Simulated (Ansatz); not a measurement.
# Si: the cost of one run

Computed with Ansatz 0.2.0 (DFT PBE, scalar-relativistic, plane waves, PAW, and further levels as typed in the inputs, unless a step's input says otherwise).

### Step 1. Starting point

The structure is trigonal, space group R-3m (No. 166). Conventional cell: a = 3.828 Å, b = 3.828 Å, c = 9.595 Å, α = 90.00°, β = 90.00°, γ = 120.00°. Si (site symmetry 3m) has 4 Si at 2.35 to 2.40 Å as nearest neighbours.

Structure file:

```
CELL_PARAMETERS angstrom
0.04210 2.74876 2.74876
2.74876 0.04210 2.74876
2.74876 2.74876 0.04210
ATOMIC_POSITIONS crystal
Si 0.00000 0.00000 0.00000
Si 0.25000 0.25000 0.25000
```

### Step 2. Relaxing the atoms: Si, no spin

File input.yaml:

```yaml
crystal:
  lattice:
    - [0.0421007465, 2.7487595694, 2.7487595694]
    - [2.7487595694, 0.0421007465, 2.7487595694]
    - [2.7487595694, 2.7487595694, 0.0421007465]
  atoms:
    - { symbol: Si, position: [0.0, 0.0, 0.0] }
    - { symbol: Si, position: [0.25, 0.25, 0.25] }
scf:
  occupations: { method: gaussian, width: 0.01 }
output:
  forces: true
  stress: true
hamiltonian:
  xc: pbe
kpoints:
  mp_grid: { grid: [12, 12, 12] }
relax:
  f_tol: 0.0005
```

Started as:

```console
$ ansatz run input.yaml --threads 4 --pin off --max-ram 8192MiB --backend cpu --events-out ev --progress --plain --runs-dir out
```

**Question.** How long does this run take on 4 threads of Intel Xeon Platinum 8259CL at 2.50GHz (Skylake/Cascade Lake), shared host, and how much memory does it need?

About 4.2 s, with a peak of 0.43 GiB.
